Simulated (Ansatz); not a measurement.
# Relaxing Cu

Level of theory: DFT PBE, scalar-relativistic, plane waves, PAW (Ansatz 0.2.0). Cutoff 420 eV, Γ-centred k mesh, Gaussian smearing, no spin polarisation in the final step.

The start is a random cell of Cu without symmetry, drawn with lower limits on the distances.

```yaml
crystal:
  lattice:
    - [3.29121, 0.00000, 0.00000]
    - [-0.92349, 3.53724, 0.00000]
    - [0.81206, 0.54335, 3.55178]
  atoms:
    - { symbol: Cu, position: [0.44073, 0.79371, 0.72774] }
    - { symbol: Cu, position: [0.71554, 0.49960, 0.45635] }
    - { symbol: Cu, position: [0.68682, 0.50921, 0.98243] }
```

Cell and atoms relax at zero pressure; the relaxation can't lower the symmetry of the start. After a coarse first stage the cell is made exact in the group found at 0.06 Å.

(1) What does it relax into?

(2) What are its volume, density and gap?

Results:

(1) It ends in Fm-3m (No. 225). The result has the fcc structure. Conventional cell: a = 3.629 Å. Around Cu lie 12 Cu at 2.57 Å.

```cif
data_structure
_symmetry_space_group_name_H-M 'Fm-3m'
_symmetry_Int_Tables_number 225
_cell_length_a 3.6293
_cell_length_b 3.6293
_cell_length_c 3.6293
_cell_angle_alpha 90.000
_cell_angle_beta 90.000
_cell_angle_gamma 90.000
_cell_volume 47.81
loop_
_atom_site_label
_atom_site_type_symbol
_atom_site_symmetry_multiplicity
_atom_site_Wyckoff_symbol
_atom_site_fract_x
_atom_site_fract_y
_atom_site_fract_z
_atom_site_occupancy
Cu1 Cu 4 b 0.50000 0.00000 0.00000 1
```

(2) The volume per atom is 11.95 Å³ and the density is 8.83 g/cm³. The gap on the 30×30×30 mesh is 0 eV (a metal).

The final run used a 30×30×30 mesh on its 1-atom cell and 0.10 eV smearing. A structure relaxed within its symmetry needn't be a true minimum. The steps took of the order of 3 core-minutes in all.